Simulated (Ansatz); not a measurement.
# Sb (R-3m) in Ansatz: single point with PBEsol

Aim: the single point of Sb with PBEsol.

Program: Ansatz 0.2.0. These are calculated values, not measurements. Logs are shortened: lines on timing, memory, paths and dates and some standing lists are left out, and cuts for length are marked.

### 1 The crystal as given

It takes space group R-3m (No. 166, trigonal). The conventional cell has a = 4.308 Å, b = 4.308 Å, c = 11.274 Å, α = 90.00°, β = 90.00°, γ = 120.00°. Sb (site symmetry 3m) has 3 Sb at 2.91 Å as nearest neighbours.

### 2 Single point, PBEsol

input.yaml

```yaml
crystal:
  lattice:
    - [2.1542, 1.2437279499, 3.758]
    - [-2.1542, 1.2437279499, 3.758]
    - [0.0, -2.4874558998, 3.758]
  atoms:
    - { symbol: Sb, position: [0.76651, 0.76651, 0.76651] }
    - { symbol: Sb, position: [0.23349, 0.23349, 0.23349] }
kpoints:
  mp_grid: { grid: [6, 6, 6] }
scf:
  occupations: { method: fermi_dirac, width: 0.05 }
hamiltonian:
  xc: pbesol
  pseudopotentials: { kind: all_electron, datasets: crystal }
output:
  forces: true
  stress: true
  eigenvalues: true
```

Potentials or basis: all-electron PAW datasets made for the crystal.

Started as:

```console
$ ansatz run input.yaml --threads 2 --pin off --max-ram 8192MiB --backend cpu --events-out ev --progress --plain --runs-dir out
```

The program printed:

```text
Warning: RAYON_NUM_THREADS=2 ignored (pool sized by the plan → 2); use --threads N
hamiltonian.pseudopotentials.datasets: crystal makes datasets for this crystal and solves the spheres of its atoms anew in each pass: cutoff 140.0 eV, the density's 700.0 eV; for an error of 0.50 meV an atom under PBE, 1.0 meV for the cell; an energy difference from a run of another recipe may be off by several times the error for the cell, under r2SCAN by more, where some 0.1 meV an atom stays at smaller errors; Sb in spheres of 1.376 Å, 5 of its electrons in bands, 10 on its site; only band paths and densities of states list, in semicore columns, the levels of the semicore shells that are solved separately: 4d of Sb
Engine: ansatz 0.2.0, aarch64-unknown-linux-gnu
Pseudopotentials: kind: all_electron
Pseudopotential: Sb, paw, valence charge 15, recommended cutoff 140 eV (normal), crystal/all_electron/pbesol/scalar/gaussian/Sb, Koelling and Harmon's equation, gaussian nucleus
Functional definition: PBEsol
  exchange = pbesol_x
  correlation = pbesol_c
Crystal: 2 atoms, lattice volume = 60.411 Å³
Basis set: ecut = 140 eV, 223 PW (Γ), exchange–correlation on 40×40×40 points (8 copies of the dense FFT grid, shifted against one another)
Bands: 9, of which v1, the nominal top of the filled ones, is band 5 counted from 1 (4 counted from 0)
Symmetry: 12 space group operations
Space group: R-3m (ITA 166), of the structure as read, at distance tolerance 3.9e-5 Å
k-points: 32 of 216
Non-local potential: Sb, projectors of the file, l = 0: 1, l = 1: 1
PAW form: soft (Blöchl's): semilocal exchange-correlation on the pseudo side does not see the compensation charge
PAW one-centre angular grid: Sb, 110 points (default); XC on its mesh's 1863 points in the sphere
Initial density: superposition of atomic densities (neutral atoms: chi_scale 0, normalization atom)
Initial wavefunctions: pseudopotential atomic-orbital guess
Functional: x = pbesol(κ = 0.804, μ = 0.12345679012345678), c = pbesol(β = 0.046)
iter 1 solved again at ethr=1.77e-3 eV; its pass at ethr=1.00e-1 eV (dr2=1.77e-1 eV) is discarded
SCF iter   1: F=—  HF=-352583.663118 eV  |F-HF|=—  |Δ(HF+E_count)|=         —  Δρ=1.49e-2  dr2=1.08e-1  ethr=1.77e-3  ⟨swp⟩=5.7  Hψ=2199  notcnv=0
preconditioner: auto → none  [insulator: Δε(μ)=0.276 eV  Ē_g=8.672 eV  σ=0.050 eV  W_gap=0.55  n_scr=14 (ndim 8)  ℏωp=15.1 eV  f_vac=0.000  D(μ)=0.34/eV (n_scr^D=0)  ε∞_Penn≈4.0]
SCF iter   2: F=—  HF=-352583.647831 eV  |F-HF|=—  |Δ(HF+E_count)|=   1.53e-2  Δρ=7.00e-3  dr2=2.28e-2  ethr=1.08e-3  ⟨swp⟩=3.2  Hψ=644  notcnv=0  defer=6
iter 3 solved again at ethr=3.95e-6 eV; its pass at ethr=2.28e-4 eV (dr2=3.95e-4 eV) is discarded
SCF iter   3: F=—  HF=-352583.642102 eV  |F-HF|=—  |Δ(HF+E_count)|=   5.73e-3  Δρ=6.81e-4  dr2=3.81e-4  ethr=3.95e-6  ⟨swp⟩=2.3  Hψ=1400  notcnv=0  defer=2
SCF iter   4: F=—  HF=-352583.641896 eV  |F-HF|=—  |Δ(HF+E_count)|=   2.05e-4  Δρ=4.15e-4  dr2=1.78e-4  ethr=3.81e-6  ⟨swp⟩=3.0  Hψ=613  notcnv=0
SCF iter   5: F=—  HF=-352583.641813 eV  |F-HF|=—  |Δ(HF+E_count)|=   8.37e-5  Δρ=7.27e-5  dr2=3.12e-6  ethr=1.78e-6  ⟨swp⟩=2.0  Hψ=463  notcnv=0
SCF iter   6: F=—  HF=-352583.641808 eV  |F-HF|=—  |Δ(HF+E_count)|=   4.76e-6  Δρ=1.18e-5  dr2=4.82e-8  ethr=3.12e-8  ⟨swp⟩=3.0  Hψ=593  notcnv=0
SCF iter   7: F=-352583.641808 eV  HF=-352583.641808 eV  |F-HF|=6.81e-9  |Δ(HF+E_count)|=   2.59e-7  Δρ=2.88e-6  dr2=3.79e-9  ethr=4.82e-10  ⟨swp⟩=3.0  Hψ=628  notcnv=0
SCF 1 converged in 7 iterations: F = -352583.641805 eV  dr2 = 3.79e-9
  Residual-converged pass: ⟨swp⟩=2.8  Hψ=484  notcnv=0  max |occ|·‖R‖ = 5.2e-6 eV (tolerance 5.3e-6 eV)  dr2=4.01e-9  dr2_onsite=1.32e-8  max |Δocc| = 1.0e-9
SCF converged after 7 iterations
Free energy (F): -352583.641805 eV
Harris-Foulkes:  -352583.641805 eV  (|F-HF|=6.81e-9)
Internal energy: -352583.639055 eV  (E = F + TS)
E sigma→0 (E₀):  -352583.640430 eV
Entropy (-TS):   -0.002749 eV (-1.375 meV/atom)
Past the cutoff: the bands carry plane waves up to 1.75 times it, of which those up to 1.5 times it add -0.000154 eV an atom, each by itself; the spheres take 0.000147 eV an atom off the energy for waves past 1.75 times it
By the cutoff:   a pressure is off by up to 0.005 GPa (1.2 times the spheres' own share and the shells' term, over an atom's volume, and 0.004 GPa: a bound that held against runs at twice the plane waves)
Past the cutoffs: a stress includes 0.0010 GPa for waves and charges beyond them, in addition to the slope of what the spheres take
In the spheres:  the bands' charges fall short by 4.2e-7 e at most (sound up to 1e-3), those of shells solved beside the bands by 6.2e-7 e (sound up to 5e-4)
Fermi energy:    12.602506 eV
--- Per-component energies (eV) ---
  E_band       = 70.636420
  E_kinetic    = 106.175118
  E_local      = -2364.238944  (includes V_loc(G=0)·N_el)
  E_nonlocal   = 17.224483
  E_hartree    = 1126.356656
  E_xc         = -161.131878
  E_vxc        = -172.534388  (∫ρ·V_xc dr)
  E_paw        = -356645.464951  (= ΣΔE_a)
  E_vpaw       = -8041.014434  (= ΣTr[D̂ρ^β])
  E_ewald      = -2934.870052
  E_smearing   = -0.002749  (= −TS)
  E_closure    = 8272.310512  (closes the sum)
  Σ components = -352583.641805   (vs F -352583.641805, Δ=0.00e0)
  The terms above E_closure are by the made datasets' own strengths, without shells solved beside the bands.
--- Forces (eV/Å), atoms counted from 1 ---
  atom   1  Sb     0.00000000     0.00000000    -0.01787776
  atom   2  Sb     0.00000000    -0.00000000     0.01787776
  max |Σ_I F_I| component: 4.63e-18 eV/Å
--- Stress (GPa, compression-positive) ---
        0.178053       0.000000       0.000000
       -0.000000       0.178053       0.000000
        0.000000      -0.000000      -0.090018
  P = ⅓ Tr σ = 0.0887 GPa (0.887 kbar)
  It holds what live shells' own plane waves past their cutoff add
--- Band table (eV; the first three rows and the last of 32) ---
  k-point 0: bands = ["-0.1645", "7.7247", "10.5065", "10.7866", "10.7866", "14.6534", "15.2667", "15.2667", "17.6885"]
  k-point 1: bands = ["0.1421", "6.5618", "10.5505", "10.7218", "11.1959", "14.3553", "14.5471", "14.5978", "17.0898"]
  k-point 2: bands = ["1.0429", "4.5228", "10.6238", "10.6506", "11.7221", "13.2418", "13.3146", "13.5165", "18.1955"]
  k-point 31: bands = ["1.3833", "3.5537", "11.2720", "11.2720", "12.0789", "12.6956", "12.6956", "13.6466", "19.5300"]
  guard bands above this table: 0 of the run's 9 bands, where the rule asks 2: the bands that hold charge and the lowest empty level above them stay in the table. A level can be missing at the table's top as with no guard band: raise scf.n_extra_bands
```

Wall time 1.9 s (2 threads of Arm Neoverse V1, shared host); peak memory 0.35 GiB.

Results:

- Free energy: -352583.6418 eV
- Pressure: 0.1 GPa
- Largest force: 0.018 eV/Å
- Band gap on the k mesh: none (metal or under the smearing width)

Forces on the atoms (eV/Å):
```
Sb   0.000  0.000 -0.018
Sb   0.000  0.000  0.018
```

Stress tensor (GPa, compression positive):
```
 0.18  0.00  0.00
 0.00  0.18  0.00
 0.00  0.00 -0.09
```

Levels at points of the mesh, in eV from the Fermi level:
| k point | band 2 | band 3 | band 4 | band 5 | band 6 | band 7 | band 8 | band 9 |
| --- | --- | --- | --- | --- | --- | --- | --- | --- |
| (0.00, 0.00, 0.00) | -4.88 | -2.10 | -1.82 | -1.82 | 2.05 | 2.66 | 2.66 | 5.09 |
| (0.00, 0.00, -0.50) | -9.68 | -1.95 | -1.86 | -0.34 | -0.26 | 0.12 | 0.45 | 7.49 |
| (0.00, -0.50, -0.50) | -8.04 | -5.49 | -3.79 | -3.69 | 1.46 | 4.90 | 5.46 | 6.89 |
| (-0.50, -0.50, -0.50) | -9.05 | -1.33 | -1.33 | -0.52 | 0.09 | 0.09 | 1.04 | 6.93 |

Caveat: the k mesh is thin for a metal, which can move the energy by tens of meV per atom. Spin-orbit coupling is left out, which matters for the levels of Sb.
